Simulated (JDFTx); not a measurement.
A run of JDFTx 1.7.0 (patched build):

The input MgO.in:

```
lattice \
    6.2508114831    -3.1254057416     0.0000000000 \
    0.0000000000     5.4133615386     0.0000000000 \
    0.0000000000     0.0000000000     9.4162816677
coords-type Lattice
ion Mg     0.6666666667     0.3333333333     0.5021597400 1
ion Mg     0.3333333333     0.6666666667     0.0021597400 1
ion O      0.6666666667     0.3333333333     0.9024402600 1
ion O      0.3333333333     0.6666666667     0.4024402600 1

ion-species pseudo/Mg.upf
ion-species pseudo/O.upf
elec-cutoff 42 336
elec-ex-corr gga-PBEsol
kpoint-folding 9 9 6
elec-smearing Fermi 0.0018374661
elec-n-bands 23
electronic-SCF nIterations 100 energyDiffThreshold 1e-09
electronic-minimize nIterations 30 energyDiffThreshold 1e-7
converge-empty-states yes
forces-output-coords Cartesian

dump-name run.$VAR
dump End Ecomponents EigStats BandEigs Kpoints Forces Stress ElecDensity Dtot KEdensity
```

Potentials or basis: PseudoDojo-SR-PBEsol-0.4.1-standard with smoothed tails.

Run with:

```sh
$ jdftx -c 1 -i MgO.in -o MgO.out
```

Hardware: 1 thread of Arm Neoverse V1 (shared host).

**Question.** Estimate the wall time of this run.

**Answer.** It took 3.3 min on 1 thread of Arm Neoverse V1 (shared host), peak memory 0.25 GiB. Counts: scf iterations 11, bands 23, k points 48, plane waves 4141.
